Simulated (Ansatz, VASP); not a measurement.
# One calculation of KI, two programs

```xyz
2
Lattice="0.0000 3.4541 3.5246 3.5246 0.0000 3.5246 3.5246 3.4541 0.0000" Properties=species:S:1:pos:R:3 pbc="T T T"
K     0.0000    0.0000    0.0000
I     3.5246    3.4541    3.5246
```

Change from the starting cell: strain -0.0200 x Voigt [0, 1, 0, 0, 0, 0], atoms carried along.

Alike in both runs: task single point; functional LDA; k mesh 6 × 6 × 6; occupations gaussian, width 0.05 eV; no spin polarisation.

```csv
,VASP,Ansatz
version,VASP 6.6.1,Ansatz 0.2.0
potentials or method,"VASP PAW LDA potentials, release 64 (K_sv, I)","scalar-relativistic, plane waves, PAW"
plane-wave cutoff (eV),520,420
valence electrons in the cell,16,26
```

Ansatz gave:

* gap on the k mesh at the Fermi level (eV): 3.66
* least direct gap on the mesh (eV): 3.66
* pressure (GPa): -1.0
* largest component of the traceless stress (GPa): 0.33

Question: Estimate VASP's values.

Answer: gap on the k mesh at the Fermi level (eV): 3.67; least direct gap on the mesh (eV): 3.67; pressure (GPa): -1.0; largest component of the traceless stress (GPa): 0.34.

The two sets of potentials don't hold the same shells in valence.

Caveats: spin-orbit coupling is left out, which moves the levels of the heavy elements.
